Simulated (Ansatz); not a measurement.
A crystal relaxed with r2SCAN in the plane-wave code Ansatz has space group P6_3mc (No. 186) and a = 4.339 Å, c = 14.159 Å.

```tsv
atom	site	x	y	z
Cd	2a	0.0000	0.0000	0.9998
Cd	2b	0.3333	0.6667	0.2500
Xx	2a	0.0000	0.0000	0.1875
Xx	2b	0.3333	0.6667	0.4377
```

The r2SCAN gap is direct at Γ: 1.07 eV. HSE06 gives a direct gap of 1.51 eV at Γ. With PBE the gap is 0.58 eV and direct, at Γ. Meshes: r2SCAN 12×12×2, HSE06 6×6×2, PBE 12×12×2.

Task: Which element is Xx?
A. S
B. Se
C. Te
D. O

Result: B. Xx is Se: CdSe in the 4H polytype structure. Cd is surrounded by 4 Se at 2.65–2.66 Å; Cd is surrounded by 4 Se at 2.66 Å; Se is surrounded by 4 Cd at 2.66 Å; Se is surrounded by 4 Cd at 2.65–2.66 Å.

Values at 0 K without nuclear motion; spin polarisation is off, and the phase may be a hypothetical one.

The runs are scalar-relativistic, without spin-orbit coupling.

The meshes of the hybrids are coarse, so their gaps aren't converged to the digits shown.
